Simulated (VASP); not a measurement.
# Ni3Ge (Pm-3m) in VASP: single point with LDA

Aim: the single point of Ni3Ge with LDA.

Program: VASP 6.6.1. These are calculated values, not measurements. Logs are shortened: lines on timing, memory, paths and dates and some standing lists are left out, and cuts for length are marked.

## (1) The crystal as given

It takes space group Pm-3m (No. 221, cubic). Conventional cell: a = 3.530 Å, b = 3.530 Å, c = 3.530 Å, α = 90.00°, β = 90.00°, γ = 90.00°. Ni (site symmetry 4/mmm) has 8 Ni at 2.50 Å and 4 Ge at 2.50 Å as nearest neighbours. Ge (site symmetry m-3m) has 12 Ni at 2.50 Å as nearest neighbours.

The cell comes from a database or a generator and needn't be the stable form of this composition.

## (2) Single point, LDA, collinear spin, typed start

Contents of INCAR:

```
PREC = Accurate
ENCUT = 520
EDIFF = 1E-6
ISMEAR = -1
SIGMA = 0.05
LREAL = False
LASPH = True
NELM = 150
ALGO = Normal
ISIF = 2
LWAVE = False
LCHARG = False
ISPIN = 2
MAGMOM = 1.5 1.5 1.5 0
LORBIT = 11
LMAXMIX = 4
NBANDS = 34
```

Contents of KPOINTS:

```
regular mesh
0
Gamma
  8 8 8
```

Contents of POSCAR:

```
Ni3Ge
1.0
    3.5303341067      0.0000000000      0.0000000000
    0.0000000000      3.5303341067      0.0000000000
    0.0000000000      0.0000000000      3.5303341067
Ni Ge
3 1
Direct
    0.5000000000      0.0000000000      0.5000000000
    0.0000000000      0.5000000000      0.5000000000
    0.5000000000      0.5000000000      0.0000000000
    0.0000000000      0.0000000000      0.0000000000
```

Potentials or basis: VASP PAW LDA potentials, release 64 (Ni, Ge_d).

On the command line:

```bash
> cat potpaw_LDA.64/Ni/POTCAR potpaw_LDA.64/Ge_d/POTCAR > POTCAR
> mpirun -np 1 vasp_std > vasp.out
```

OUTCAR:

```text
PREC = Accurate
   ENCUT = 520
   EDIFF = 1E-6
   ISMEAR = -1
   LREAL = False
   LASPH = True
   NELM = 150
   ISIF = 2
   ISPIN = 2
   LORBIT = 11

 ion  position               nearest neighbor table
   1  0.500  0.000  0.500-   2 2.50   3 2.50   4 2.50   3 2.50   4 2.50   2 2.50   3 2.50   3 2.50
                             2 2.50   4 2.50   4 2.50   2 2.50
   2  0.000  0.500  0.500-   1 2.50   3 2.50   4 2.50   3 2.50   4 2.50   1 2.50   4 2.50   4 2.50
                             1 2.50   3 2.50   3 2.50   1 2.50
   3  0.500  0.500  0.000-   1 2.50   2 2.50   4 2.50   1 2.50   2 2.50   1 2.50   4 2.50   1 2.50
                             2 2.50   4 2.50   2 2.50   4 2.50
   4  0.000  0.000  0.000-   1 2.50   2 2.50   3 2.50   1 2.50   2 2.50   2 2.50   3 2.50   2 2.50
                             1 2.50   3 2.50   1 2.50   3 2.50

  LATTYP: Found a simple cubic cell.
 ALAT       =     3.5303341067

  Lattice vectors:

 A1 = (   3.5303341067,   0.0000000000,   0.0000000000)
 A2 = (   0.0000000000,   3.5303341067,   0.0000000000)
 A3 = (   0.0000000000,   0.0000000000,   3.5303341067)

Analysis of symmetry for initial positions (statically):
=====================================================================
 Subroutine PRICEL returns:
 Original cell was already a primitive cell.

 Routine SETGRP: Setting up the symmetry group for a
 simple cubic supercell.

 Subroutine GETGRP returns: Found 48 space group operations
 (whereof 48 operations were pure point group operations)
 out of a pool of 48 trial point group operations.

The static configuration has the point symmetry O_h .

Analysis of symmetry for dynamics (positions and initial velocities):
=====================================================================
 Subroutine PRICEL returns:
 Original cell was already a primitive cell.

 Routine SETGRP: Setting up the symmetry group for a
 simple cubic supercell.

 Subroutine GETGRP returns: Found 48 space group operations
 (whereof 48 operations were pure point group operations)
 out of a pool of 48 trial point group operations.

The dynamic configuration has the point symmetry O_h .

Analysis of structural, dynamic, and magnetic symmetry:
=====================================================================
 Subroutine PRICEL returns:
 Original cell was already a primitive cell.

 Routine SETGRP: Setting up the symmetry group for a
 simple cubic supercell.

[... 131 lines left out ...]
  Thomas-Fermi vector in A             =   2.728300
   LORBIT       =     11    0 simple, 1 ext, 2 COOP (PROOUT), +10 PAW based schemes
   GGA     = CA    functional components
   LHFCALC =     F    Hartree Fock is set to
   AEXX    =    0.0000 exact exchange contribution
   IVDW    =     0    specifies the selected vdW correction
   LEPSILON=     F    determine dielectric tensor
   LRPA    =     F    only Hartree local field effects (RPA)
 spin polarized calculation
  energy-cutoff  :      520.00
  volume of cell :       44.00
 maximum number of plane-waves:      1213
 NGX is ok and might be reduce to    28
   NGX = 13   NGY = 13   NGZ = 13

 number of electron      43.9999972 magnetization      -0.0002014

 number of electron      43.9999972 magnetization       0.0003215

 Free energy of the ion-electron system (eV)
  ---------------------------------------------------
  ext. energy  EPLUGINS =         0.00000000
  ---------------------------------------------------
  free energy    TOTEN  =       -26.37027592 eV

  energy without entropy =      -26.35307311  energy(sigma->0) =      -26.36167451

 E-fermi :  10.0655     XC(G=0): -13.8229

 val. band max:        9.9945312623   @ k =   0.1250   0.1250   0.0000
 cond. band min:      10.0789237049   @ k =   0.5000   0.3750   0.3750
 fundamental gap:      0.0843924427
 Fermi energy:        10.0655098481

 spin component 1

 k-point     1 :       0.0000    0.0000    0.0000
  band No.  band energies     occupation
      1     -14.6704      1.00000
      2     -14.6704      1.00000
      3     -14.6564      1.00000
      4     -14.6564      1.00000
      5     -14.6564      1.00000
      6      -2.4456      1.00000
[... 877 lines left out ...]
     33      25.2820      0.00000
     34      27.2953      0.00000

 [... further k-points ...]

 spin component 2

 k-point     1 :       0.0000    0.0000    0.0000
  band No.  band energies     occupation
      1     -14.6704      1.00000
      2     -14.6704      1.00000
      3     -14.6563      1.00000
      4     -14.6563      1.00000
      5     -14.6563      1.00000
      6      -2.4456      1.00000
[... 877 lines left out ...]
     33      25.2820      0.00000
     34      27.2953      0.00000

 [... further k-points ...]
[... 5 lines left out ...]
  --------------------------------------------------------------------------------------
  -------------------------------------------------------------------------------------
  Total       -1.9766793     -1.9766793     -1.9766793      0.0000000     -0.0000000      0.0000000
  in kB      -71.9779332    -71.9779332    -71.9779332      0.0000000     -0.0000000      0.0000000
  external PRESSURE =     -71.9779332 kB  Pullay stress =       0.0000000 kB

 VOLUME and BASIS-vectors are now :
 -----------------------------------------------------------------------------
  energy-cutoff  :      520.00
  volume of cell :       44.00
      direct lattice vectors                 reciprocal lattice vectors
     3.530334107  0.000000000  0.000000000     0.283259309  0.000000000  0.000000000
     0.000000000  3.530334107  0.000000000     0.000000000  0.283259309  0.000000000
     0.000000000  0.000000000  3.530334107     0.000000000  0.000000000  0.283259309

 POSITION                                       TOTAL-FORCE (eV/Angst)
 -----------------------------------------------------------------------------------
      1.76517      0.00000      1.76517         0.000000      0.000000      0.000000
      0.00000      1.76517      1.76517         0.000000      0.000000      0.000000
      1.76517      1.76517      0.00000         0.000000      0.000000      0.000000
      0.00000      0.00000      0.00000         0.000000      0.000000      0.000000
 -----------------------------------------------------------------------------------
    total drift:                                0.000000      0.000000      0.000000

  FREE ENERGIE OF THE ION-ELECTRON SYSTEM (eV)
  ---------------------------------------------------
  free  energy   TOTEN  =       -26.3702759210 eV

  energy  without entropy=      -26.3530731068  energy(sigma->0) =      -26.36167451

 total charge

# of ion       s       p       d       tot
------------------------------------------
    1        0.476   0.541   8.446   9.463
    2        0.476   0.541   8.446   9.463
    3        0.476   0.541   8.446   9.463
    4        1.102   1.242  10.142  12.486
--------------------------------------------------
tot          2.530   2.865  35.479  40.874

 magnetization (x)

# of ion       s       p       d       tot
------------------------------------------
    1       -0.000  -0.000   0.000   0.000
    2       -0.000  -0.000   0.000   0.000
    3       -0.000  -0.000   0.000   0.000
    4        0.000  -0.000  -0.000  -0.000
--------------------------------------------------
tot          0.000  -0.000   0.000   0.000
```

OSZICAR:

```text
N       E                     dE             d eps       ncg     rms          rms(c)
DAV:   1     0.307901272636E+03    0.30790E+03   -0.18898E+04  5526   0.289E+03
DAV:   2     0.117743009055E+02   -0.29613E+03   -0.27659E+03  4768   0.467E+02
DAV:   3    -0.276784456968E+02   -0.39453E+02   -0.38117E+02  5136   0.149E+02
DAV:   4    -0.289331981975E+02   -0.12548E+01   -0.12519E+01  5336   0.305E+01
DAV:   5    -0.289573136909E+02   -0.24115E-01   -0.24112E-01  6444   0.360E+00    0.200E+01
DAV:   6    -0.291787267037E+02   -0.22141E+00   -0.22329E+01  5474   0.720E+01    0.162E+01
DAV:   7    -0.264438413068E+02    0.27349E+01   -0.10645E+01  5442   0.430E+01    0.378E+00
DAV:   8    -0.263848809401E+02    0.58960E-01   -0.29956E-01  5810   0.431E+00    0.142E+00
DAV:   9    -0.263727678508E+02    0.12113E-01   -0.17420E-02  6306   0.138E+00    0.678E-01
DAV:  10    -0.263705754014E+02    0.21924E-02   -0.20360E-03  6590   0.530E-01    0.248E-01
DAV:  11    -0.263702667824E+02    0.30862E-03   -0.74560E-04  6664   0.327E-01    0.650E-02
DAV:  12    -0.263702744143E+02   -0.76319E-05   -0.86946E-05  5390   0.869E-02    0.410E-02
DAV:  13    -0.263702760481E+02   -0.16338E-05   -0.93235E-06  6296   0.427E-02    0.124E-02
DAV:  14    -0.263702759210E+02    0.12712E-06   -0.11220E-06  3544   0.128E-02
   1 F= -.26370276E+02 E0= -.26361675E+02  d E =-.172028E-01  mag=     0.0001
```

It took 42 s on 1 thread of Intel Xeon 6975P-C (Granite Rapids), shared host; peak memory 0.2 GiB.

Results:

| Quantity | Value |
| --- | --- |
| Free energy | -26.3703 eV |
| Pressure | -7.2 GPa |
| Band gap on the k mesh | none (metal or under the smearing width) |
| Net moment | 0.00 μB per cell |
| Valence electrons inside the program's atomic spheres | Ni 9.46; Ge 12.49 |

Levels at points of the mesh, in eV from the Fermi level:
Spin up:
```csv
k point,band 20,band 21,band 22,band 23,band 24,band 25
"(0.00, 0.00, 0.00)",-0.58,-0.29,0.02,0.02,0.02,3.92
"(0.50, 0.00, 0.00)",-1.14,-0.53,0.02,3.63,3.63,4.63
"(0.50, 0.50, 0.00)",-1.12,-0.95,-0.95,0.64,0.64,5.71
"(0.50, 0.50, 0.50)",-1.17,-0.44,-0.21,-0.21,-0.21,0.66
```
Spin down:
```
           k point  band 18  band 19  band 20  band 21  band 22  band 23  band 24  band 25  band 26  band 27
(0.00, 0.00, 0.00)    -0.92    -0.58    -0.58    -0.29     0.02     0.02     0.02     3.92     6.96     6.96
(0.50, 0.00, 0.00)    -1.31    -1.24    -1.14    -0.53     0.02     3.63     3.63     4.63     5.83     5.83
(0.50, 0.50, 0.00)    -1.40    -1.19    -1.12    -0.95    -0.95     0.64     0.64     5.71     6.49     8.73
(0.50, 0.50, 0.50)    -1.33    -1.17    -1.17    -0.44    -0.21    -0.21    -0.21     0.66     4.24     4.24
```

Caveat: the starting moments collapsed, and a magnetic state may lie lower.
